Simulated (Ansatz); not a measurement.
Runs of Ansatz 0.2.0 on Hf. The structure is hexagonal, space group P6_3/mmc (No. 194). The conventional cell has a = 3.197 Å, b = 3.197 Å, c = 5.058 Å, α = 90.00°, β = 90.00°, γ = 120.00°. Hf (site symmetry -6m2) is surrounded by 12 Hf at 3.13 to 3.20 Å. 

| level | potentials or basis | spin | cutoff (eV) | gap on the mesh (eV) | pressure (GPa) |
| --- | --- | --- | --- | --- | --- |
| PBE | Ansatz PAW | off | 420 | none | 0.6 |
| PBE | JTH PAW | off | 1230 | none | 0.5 |
| PBE | PseudoDojo standard (PBE files) | off | 789 | none | 0.6 |
| PBEsol | Ansatz PAW | SOC, no magnetisation | 420 | none | (a) |
| PBE | SPMS NC | off | 408 | none | 0.6 |

Alike in all rows: task band structure; cell as given; k mesh 10 × 10 × 5; smearing fermi-dirac 0.05 eV.

Q: Fill in the values left out.

A: (a) -4.2.

Caveats: spin-orbit coupling is left out, which moves the levels of the heavy elements (some runs); the PAW data sets come from PBE, with cores solved anew for the run's functional, which leaves a small shift of forces and pressure (some runs).

A k mesh can miss the band edges, and rows without SOC leave out spin-orbit coupling on Hf.

A gap of «none» marks a metal or a gap under the smearing width.

The runs don't all hold the same shells in valence.
